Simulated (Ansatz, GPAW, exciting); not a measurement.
## Sb: programs and potentials compared

```
CELL_PARAMETERS angstrom
2.15420 1.24373 3.75800
-2.15420 1.24373 3.75800
0.00000 -2.48746 3.75800
ATOMIC_POSITIONS crystal
Sb 0.76651 0.76651 0.76651
Sb 0.23349 0.23349 0.23349
```

Alike in all runs: task single point; functional PBE; k mesh 8 × 8 × 8; occupations gaussian, width 0.011 eV; no spin polarisation; no spin-orbit coupling. Pressure is positive in compression and, in plane waves, holds the error of the finite cutoff.

| program and potentials | plane-wave cutoff (eV) | notes | pressure (GPa) | largest force (eV/Å) |
| --- | --- | --- | --- | --- |
| GPAW, GPAW PAW data sets (gpaw-data 1.2.1) | 600 | - | 2.40 | 0.124 |
| exciting, all-electron LAPW+lo, shipped species files, valence relativity iora* | - | - | - | 0.160 |
| Ansatz, all-electron LAPW, scalar-relativistic | - | - | 2.71 | 0.141 |

Force on atom 1 (Sb), eV/Å:

```json
{"program and potentials": "GPAW, GPAW PAW data sets (gpaw-data 1.2.1)", "x": "0.000", "y": "0.000", "z": "-0.124"}
{"program and potentials": "exciting, all-electron LAPW+lo, shipped species files, valence relativity iora*", "x": "0.000", "y": "0.000", "z": "-0.160"}
{"program and potentials": "Ansatz, all-electron LAPW, scalar-relativistic", "x": "0.000", "y": "0.000", "z": "-0.141"}
```

The pressure spans 2.40 (GPAW, GPAW PAW data sets (gpaw-data 1.2.1)) to 2.71 GPa (Ansatz, all-electron LAPW, scalar-relativistic), with all-electron results at 2.71.

Differences between rows come from potentials, basis sets and numerical settings, since the functional is the same but for its coding. Runs on potential files found faulty are left out.
